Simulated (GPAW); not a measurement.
# MgO (Fm-3m) in GPAW: single point with PBE

Aim: the single point of MgO with PBE.

Program: GPAW 26.7.0. These are calculated values, not measurements. Logs are shortened: lines on timing, memory, paths and dates and some standing lists are left out, and cuts for length are marked. The log counts tension as positive stress, the text compression.

**Measured values to compare with.**

“Electronic structure of alkaline earth and post-transition metal oxides”, 2009, arxiv:0908.1581 quotes, for a bulk crystal of MgO: band gap 7.83 eV.

How close the calculation comes is told below.

## Step 1: Starting point

Symmetry: Fm-3m, No. 225, cubic system. The conventional cell has a = 4.194 Å, b = 4.194 Å, c = 4.194 Å, α = 90.00°, β = 90.00°, γ = 90.00°. Mg (site symmetry m-3m) has 6 O at 2.10 Å as nearest neighbours. O (site symmetry m-3m) has 6 Mg at 2.10 Å as nearest neighbours.

The cell is a database's computed one.

## Step 2: Single point, PBE

Input file run.py:

```python
from ase import Atoms
from ase.dft.bandgap import bandgap
from ase.io import write
from ase.units import GPa
from gpaw import GPAW, PW

atoms = Atoms(['Mg', 'O'],
              cell=[[0.0, 2.0970013927, 2.0970013927],
                    [2.0970013927, 0.0, 2.0970013927],
                    [2.0970013927, 2.0970013927, 0.0]],
              scaled_positions=[[0.0, 0.0, 0.0],
                                [0.5, 0.5, 0.5]],
              pbc=True)

calc = GPAW(mode=PW(600),
            xc='PBE',
            kpts={'size': (9, 9, 9), 'gamma': True},
            occupations={'name': 'fermi-dirac', 'width': 0.05},
            nbands=16,
            maxiter=120,
            txt='gpaw.txt')
atoms.calc = calc
energy = atoms.get_potential_energy()
forces = atoms.get_forces()
stress = atoms.get_stress()
calc.write('gs.gpw')
write('result.traj', atoms)
print(f'Energy: {energy:.6f} eV')
print('Forces (eV/A):')
print(forces.round(4))
print('Stress (GPa):', (stress / GPa).round(3))
print('Fermi level:', round(calc.get_fermi_level(), 4), 'eV')
print(f'Gap: {bandgap(calc)[0]:.4f} eV, direct: {bandgap(calc, direct=True)[0]:.4f} eV')
```

Potentials or basis: GPAW PAW data sets (gpaw-data 1.2.1), pw.

Command:

```
$ OMP_NUM_THREADS=1 python run.py
```

gpaw.txt:

```text
__  _  _
 | _ |_)|_||  |
 |__||  | ||/\| - 26.7.0

Input parameters:
  mode=PW(ecut=600.0),
  kpts=MonkhorstPack(size=(9, 9, 9), gamma=True),
  maxiter=120,
  nbands=16,
  occupations=Occupations(name='fermi-dirac', width=0.05),
  xc=XC(name='PBE')

Diagonalizing LCAO Hamiltonian
Converting LCAO to pw mode

              O

       Mg

Atoms  # Å, Bohr magnetons
|   | symbol |        x |        y |        z |    initial magnetic moments |
|---|--------|----------|----------|----------|-----------------------------|
| 0 |     Mg | 0.000000 | 0.000000 | 0.000000 | ( 0.0000,  0.0000,  0.0000) |
| 1 |      O | 2.097001 | 2.097001 | 2.097001 | ( 0.0000,  0.0000,  0.0000) |

Unit cell  # Å
| periodic |        x |        y |        z |  lengths |    angles |
|----------|----------|----------|----------|----------|-----------|
|      yes | 0.000000 | 2.097001 | 2.097001 | 2.965608 | 60.000000 |
|      yes | 2.097001 | 0.000000 | 2.097001 | 2.965608 | 60.000000 |
|      yes | 2.097001 | 2.097001 | 0.000000 | 2.965608 | 60.000000 |

Number of symmetries: 48
Symmetry operations  # r_c * U_cc + t_c -> r_c
|    | kind |            matrix            |
|----|------|------------------------------|
|  0 |  σ   |  1, 0, 0,  1, 0,-1,  1,-1, 0 |
|  1 |  C2  |  1, 0, 0,  1,-1, 0,  1, 0,-1 |
|  2 |  E   |  1, 0, 0,  0, 1, 0,  0, 0, 1 |
|  3 |  σ   |  1, 0, 0,  0, 0, 1,  0, 1, 0 |
|  4 |  C4  |  1, 0,-1,  1, 0, 0,  1,-1, 0 |
|  5 |  S6  |  1, 0,-1,  1,-1, 0,  1, 0, 0 |
|  6 |  σ   |  1, 0,-1,  0, 1,-1,  0, 0,-1 |
|  7 |  C3  |  1, 0,-1,  0, 0,-1,  0, 1,-1 |
|  8 |  S6  |  1,-1, 0,  1, 0, 0,  1, 0,-1 |
|  9 |  C4  |  1,-1, 0,  1, 0,-1,  1, 0, 0 |
| 10 |  C3  |  1,-1, 0,  0,-1, 1,  0,-1, 0 |
| 11 |  σ   |  1,-1, 0,  0,-1, 0,  0,-1, 1 |
| 12 |  σ   |  0, 1, 0,  1, 0, 0,  0, 0, 1 |
| 13 |  C4  |  0, 1, 0,  0, 1,-1, -1, 1, 0 |
| 14 |  C3  |  0, 1, 0,  0, 0, 1,  1, 0, 0 |
| 15 |  S6  |  0, 1, 0, -1, 1, 0,  0, 1,-1 |
| 16 |  C2  |  0, 1,-1,  1, 0,-1,  0, 0,-1 |
| 17 |  σ   |  0, 1,-1,  0, 1, 0, -1, 1, 0 |
| 18 |  S4  |  0, 1,-1,  0, 0,-1,  1, 0,-1 |
| 19 |  C4  |  0, 1,-1, -1, 1, 0,  0, 1, 0 |
| 20 |  C3  |  0, 0, 1,  1, 0, 0,  0, 1, 0 |
| 21 |  σ   |  0, 0, 1,  0, 1, 0,  1, 0, 0 |
| 22 |  S6  |  0, 0, 1,  0,-1, 1, -1, 0, 1 |
| 23 |  C4  |  0, 0, 1, -1, 0, 1,  0,-1, 1 |
| 24 |  S4  |  0, 0,-1,  1, 0,-1,  0, 1,-1 |
| 25 |  C3  |  0, 0,-1,  0, 1,-1,  1, 0,-1 |
| 26 |  C2  |  0, 0,-1,  0,-1, 0, -1, 0, 0 |
| 27 |  S6  |  0, 0,-1, -1, 0, 0,  0,-1, 0 |
| 28 |  S4  |  0,-1, 1,  1,-1, 0,  0,-1, 0 |
| 29 |  C4  |  0,-1, 1,  0, 0, 1, -1, 0, 1 |
| 30 |  C2  |  0,-1, 1,  0,-1, 0,  1,-1, 0 |
| 31 |  σ   |  0,-1, 1, -1, 0, 1,  0, 0, 1 |
| 32 |  C3  |  0,-1, 0,  1,-1, 0,  0,-1, 1 |
| 33 |  S6  |  0,-1, 0,  0, 0,-1, -1, 0, 0 |
| 34 |  S4  |  0,-1, 0,  0,-1, 1,  1,-1, 0 |
| 35 |  C2  |  0,-1, 0, -1, 0, 0,  0, 0,-1 |
| 36 |  C2  | -1, 1, 0,  0, 1, 0,  0, 1,-1 |
| 37 |  S6  | -1, 1, 0,  0, 1,-1,  0, 1, 0 |
| 38 |  S4  | -1, 1, 0, -1, 0, 1, -1, 0, 0 |
| 39 |  C3  | -1, 1, 0, -1, 0, 0, -1, 0, 1 |
| 40 |  S6  | -1, 0, 1,  0, 0, 1,  0,-1, 1 |
| 41 |  C2  | -1, 0, 1,  0,-1, 1,  0, 0, 1 |
| 42 |  C3  | -1, 0, 1, -1, 1, 0, -1, 0, 0 |
| 43 |  S4  | -1, 0, 1, -1, 0, 0, -1, 1, 0 |
| 44 |  C2  | -1, 0, 0,  0, 0,-1,  0,-1, 0 |
| 45 |  i   | -1, 0, 0,  0,-1, 0,  0, 0,-1 |
| 46 |  σ   | -1, 0, 0, -1, 1, 0, -1, 0, 1 |
| 47 |  C2  | -1, 0, 0, -1, 0, 1, -1, 1, 0 |

BZ-sampling:
  Number of BZ points: 729
  Number of IBZ points: 35

  Monkhorst-Pack size: [9, 9, 9]
  Monkhorst-Pack shift: [0, 0, 0]

K-points  # in reciprocal-cell coordinates
|     |                                coordinates |     weight |
|-----|--------------------------------------------|------------|
|   0 | (  0.00000000,   0.00000000,   0.00000000) | 0.00137174 |
|   1 | (  0.11111111,   0.11111111,   0.00000000) | 0.00823045 |
|   2 | (  0.11111111,   0.11111111,   0.11111111) | 0.01097394 |
|   3 | (  0.22222222,   0.11111111,   0.11111111) | 0.01646091 |
|   4 | (  0.22222222,   0.22222222,   0.00000000) | 0.00823045 |
|   5 | (  0.22222222,   0.22222222,   0.11111111) | 0.03292181 |
|   6 | (  0.22222222,   0.22222222,   0.22222222) | 0.01097394 |
|   7 | (  0.33333333,   0.22222222,   0.11111111) | 0.03292181 |
|   8 | (  0.33333333,   0.22222222,   0.22222222) | 0.03292181 |
|   9 | (  0.33333333,   0.33333333,  -0.33333333) | 0.01646091 |
| ... |                                            |            |
|  34 | (  0.44444444,   0.44444444,   0.44444444) | 0.01097394 |

Plane wave coefficients: 625
Cutoff: 600.0 eV

Spin-components: 1 (collinear spins)
Bands:           16
Projectors:      10
Spin-degeneracy: 2
Datatype:        complex128

Parallelization:
  kpt:    1
  domain: 1
  band:   1

Density:
  Valence electrons: 16.0
  Components: 1
  Grid points: [18 18 18]
  Charge: 0.0  # |e|

Potential:
  Grid points: [18 18 18]

species:
  Mg:
    name:    Magnesium
    Z:       12.0
    valence: 10
    core:    2
    charge:  0.0  # [|e|]
    compensation charges:
      type: gauss
      rc: 0.33  # [Å]
      lmax: 2
    cutoffs:
      filter: 1.86  # [Å]
      core: 0.54  # [Å]
    projectors
    | kind |    occ | energy [eV] | rcut [Å] |
    |------|--------|-------------|----------|
    |   2s |  2.000 |     -79.840 |    1.090 |
    |   3s |  2.000 |      -4.705 |    1.090 |
    |   2p |  6.000 |     -46.613 |    1.085 |
    |   3p |  0.000 |      -1.330 |    1.085 |
    |    d |        |       0.000 |    1.037 |

    Using partial waves for Mg as LCAO basis

  O:
    name:    Oxygen
    Z:       8.0
    valence: 6
    core:    2
    charge:  0.0  # [|e|]
    compensation charges:
      type: gauss
      rc: 0.21  # [Å]
      lmax: 2
    cutoffs:
      filter: 1.17  # [Å]
      core: 0.83  # [Å]
    projectors
    | kind |    occ | energy [eV] | rcut [Å] |
    |------|--------|-------------|----------|
    |   2s |  2.000 |     -23.961 |    0.688 |
    |   2p |  4.000 |      -9.029 |    0.598 |
    |    s |        |       3.251 |    0.688 |
    |    p |        |      18.182 |    0.598 |
    |    d |        |       0.000 |    0.619 |

    Using partial waves for O as LCAO basis

Reference energy: -7490.497190  # eV

eigensolver:
  PPCG
  Converge bands: occupied
  niter=2

density mixing:
  MSR1-Mixer
  Pratt-step length: 0.05
  Maximum mixing coefficient: 0.75
  Old densities: 10
  SVD Regularization: 0.005
  Good broyden scale: 1.0
  Trust region scale: 1.0
  Backstep threshold: 4.0
  History deletion threshold: 6.0
  Fourier metric: weight=20.0, sigma=0.015

occupation numbers:
  Fermi-Dirac:
    width: 0.0500  # eV

poisson solver:
  ecut: 4800.0  # eV

xc functional:
  name: PBE with 2 nearest neighbor stencil

convergence criteria:
- Maximum [total energy] change in last 3 cyles: 0.0005 eV / valence electron
- Maximum integral of absolute [dens]ity change: 0.0001 electrons / valence electron
- Maximum integral of absolute [eigenst]ate change: 4e-08 eV^2 / valence electron
maximum number of iterations: 120

SCF iterations
|iter     | |      energy | eigst |  dens |
|---------|-|-------------|-------|-------|
|iter:   1| |  -13.414550 | +0.09 |       |
|iter:   2| |  -13.064171 | -2.16 | -0.99 |
|iter:   3| |  -12.100738 | -1.41 | -1.04 |
|iter:   4| |  -12.105890 | -3.12 | -1.59 |
|iter:   5| |  -12.111139 | -3.09 | -1.85 |
|iter:   6| |  -12.111199c| -5.34 | -3.01 |
|iter:   7| |  -12.111218c| -6.22 | -3.39 |
|iter:   8| |  -12.111218c| -8.01c| -4.39c|

Converged in 8 steps
Energy contributions relative to reference atoms: (reference = -7490.497190)

Energy contributions:
  Kinetic:          12.536381
  Coulomb:         -10.341534
  Zero:              0.109118
  External:          0.000000
  Xc:              -14.415183
  Entropy:          -0.000000
  Spinorbit:         0.000000
  ----------------------------
  Free energy:     -12.111218
  Extrapolated:    -12.111218

dipole moment: (-6.014515, -6.014515, -6.014515)  # |e|*Ang

Fermi level: 5.940
Eigenvalues  # (at kpt = [0.000, 0.000, 0.000])
| band index |      eig [eV] | occ [0-2] |
|------------|---------------|-----------|
|          0 |       -67.345 |     2.000 |
|          1 |       -34.088 |     2.000 |
|          2 |       -34.088 |     2.000 |
|          3 |       -34.088 |     2.000 |
|          4 |       -12.282 |     2.000 |
|          5 |         5.013 |     2.000 |
[... 8 lines left out ...]
|         14 |        26.674 |     0.000 |
|         15 |        29.621 |     0.000 |

Gap: 4.886 eV
Transition (v -> c):
  (s=0, k=0, n=7, [0.00, 0.00, 0.00]) -> (s=0, k=0, n=8, [0.00, 0.00, 0.00])
No difference between direct/indirect transitions

Forces  # eV/Ang
|        x |        y |        z |
|----------|----------|----------|
| -0.00000 | -0.00000 |  0.00000 |  # Mg   0
|  0.00000 | -0.00000 | -0.00000 |  # O    1

Stress tensor  # eV/Ang^3
|         x |         y |         z |
|-----------|-----------|-----------|
| -0.012086 | -0.000000 | -0.000000 |
| -0.000000 | -0.012086 |  0.000000 |
| -0.000000 |  0.000000 | -0.012086 |

# Writing to gs.gpw (mode='')
```

Wall time 8.8 s (1 thread of Arm Neoverse V2, shared host); peak memory 0.13 GiB.

Results:

```yaml
Free_energy: -12.1112 eV
Pressure: 1.9 GPa
Band_gap_on_the_k_mesh: 4.89 eV, direct
```

Levels at points of the mesh, in eV from the valence-band top:
| k point | band 6 | band 7 | band 8 | band 9 | band 10 | band 11 |
| --- | --- | --- | --- | --- | --- | --- |
| (0.00, 0.00, 0.00) | 0.00 | 0.00 | 0.00 | 4.89 | 15.90 | 15.90 |

Caveat: the cutoff is short for stress and forces, so pressures can be off by a GPa or more.

## Step 3: Against experiment

Step 2. Against the measured gap of MgO, 7.83 eV (quoted in “Electronic structure of alkaline earth and post-transition metal oxides”, 2009, arxiv:0908.1581), the calculated 4.89 eV is off by -2.94 eV. The value is that of PBE, without temperature or zero-point motion. Semilocal functionals fall short of measured gaps as a rule. The cell is a database's relaxed one, not the measured one, which moves gaps too.
